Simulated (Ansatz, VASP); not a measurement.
Cu in VASP and in Ansatz

Contents of INCAR:

```
SYSTEM = Cu
  ALGO = Normal
  EDIFF = 1E-8
  ENCUT = 520
  GGA = PS
  ISIF = 2
  ISMEAR = -1
  LASPH = .TRUE.
  LCHARG = .FALSE.
  LEFG = .TRUE.
  LREAL = .FALSE.
  LWAVE = .FALSE.
  NBANDS = 12
  NELM = 80
  PREC = Accurate
  SIGMA = 0.03
```

The input KPOINTS:

```
k-points
0
G
  17 17 17
  0 0 0
```

Contents of POSCAR:

```
Cu
1.0
    0.0000000000      1.8014548043      1.8014548043
    1.8014548043      0.0000000000      1.8014548043
    1.8014548043      1.8014548043      0.0000000000
Cu
1
Direct
    0.0000000000      0.0000000000      0.0000000000
```

Input for Ansatz:

```yaml
crystal:
  lattice:
    - [0.0, 1.8014548043, 1.8014548043]
    - [1.8014548043, 0.0, 1.8014548043]
    - [1.8014548043, 1.8014548043, 0.0]
  atoms:
    - { symbol: Cu, position: [0.0, 0.0, 0.0] }
kpoints:
  mp_grid: { grid: [17, 17, 17] }
scf:
  occupations: { method: fermi_dirac, width: 0.03 }
hamiltonian:
  xc: pbesol
  pseudopotentials: { kind: paw }
output:
  forces: true
  stress: true
  eigenvalues: true
  efg: { contact_densities: true }
```

Change from the starting cell: volume scaled by 0.99, PAW files.

Alike in both runs: task electric field gradients; functional PBEsol; k mesh 17 × 17 × 17; occupations fermi-dirac, width 0.03 eV; no spin polarisation.

|  | VASP | Ansatz |
| --- | --- | --- |
| version | VASP 6.6.1 | Ansatz 0.2.0 |
| potentials or method | VASP PAW PBE potentials, release 64 (Cu) | PAW with Ansatz's default frozen-core files, scalar-relativistic |
| plane-wave cutoff (eV) | 520 | 420 |
| valence electrons in the cell | 11 | 19 |

Ansatz gave:

| Quantity | Value |
| --- | --- |
| pressure (GPa) | -5.3 |
| Vzz of the field gradient on the site that differs most (V/Å²) | 0.0 |

Problem. Estimate VASP's values.

Solution. Pressure (GPa): -4.6; Vzz of the field gradient on the site that differs most (V/Å²): 0.0.

The two sets of potentials don't hold the same shells in valence.

Caveats: the PAW data sets were made with another functional, which shifts forces and pressure a little (VASP).
